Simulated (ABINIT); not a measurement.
The system is TiB2.

```
CELL_PARAMETERS angstrom
3.02920 0.00000 0.00000
-1.51460 2.62336 0.00000
0.00000 0.00000 3.22840
ATOMIC_POSITIONS crystal
Ti 0.00000 0.00000 0.00000
B 0.66667 0.33333 0.50000
B 0.33333 0.66667 0.50000
```

* Program: ABINIT 10.8.3 (patched build)
* Task: single point
* Functional: PBE
* Potentials or basis: JTH PAW PBE v2.0
* Cutoff: 408 eV
* k mesh: 10 × 10 × 8
* Occupations: fermi-dirac, width 0.05 eV
* Spin: no spin polarisation

On this cell: pressure 0.8 GPa; largest force under 0.003 eV/Å; band gap on the k mesh none (metal or under the smearing width).

The same run follows on a disturbed copy (atoms moved at random, drawn with an rms of 0.05 Å):

```
CELL_PARAMETERS angstrom
3.02920 0.00000 0.00000
-1.51460 2.62336 0.00000
0.00000 0.00000 3.22840
ATOMIC_POSITIONS crystal
Ti 0.99663 0.98608 0.98473
B 0.65640 0.31348 0.50274
B 0.33149 0.66649 0.49409
```

What does the disturbed cell give?

The energy (extrapolated to zero smearing) moves by +13.2 meV/atom; pressure 1.3 GPa; largest force 0.953 eV/Å; band gap on the k mesh none (metal or under the smearing width).

Forces on the atoms (eV/Å):
```
Ti  -0.206  0.140  0.639
B    0.046  0.784 -0.474
B    0.160 -0.925 -0.164
```

Stress tensor (GPa, compression positive):
```
 0.36  0.05 -0.16
 0.05  3.02  0.09
-0.16  0.09  0.65
```

Caveats: the atomic spheres overlap.
